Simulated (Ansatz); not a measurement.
The system is NaF (Villiaumite).

```
CELL_PARAMETERS angstrom
0.00000 2.32000 2.32000
2.32000 0.00000 2.32000
2.32000 2.32000 0.00000
ATOMIC_POSITIONS crystal
Na 0.00000 0.00000 0.00000
F 0.50000 0.50000 0.50000
```

Base run:

- Program: Ansatz 0.2.0
- Functional: HSE06
- Potentials or basis: all-electron PAW datasets made for the crystal
- Cutoff: 310 eV
- Density cutoff: 1240 eV
- k mesh: 8 × 8 × 8
- Occupations: fermi-dirac, width 0.05 eV
- Spin: no spin polarisation

Its results: band gap on the k mesh 8.45 eV, direct.

**Question.** The run is repeated on the same cell with these changes: functional from HSE06 to PBEsol; cutoff from 310 eV to 280 eV; density cutoff from 1240 eV to 1120 eV. What comes out?

**Answer.** Band gap on the k mesh 6.15 eV, direct.

HSE06 gives the wider gap, since exact exchange removes part of the self-interaction.

A k mesh can miss the band edges.

Not every run made on this cell is shown here.
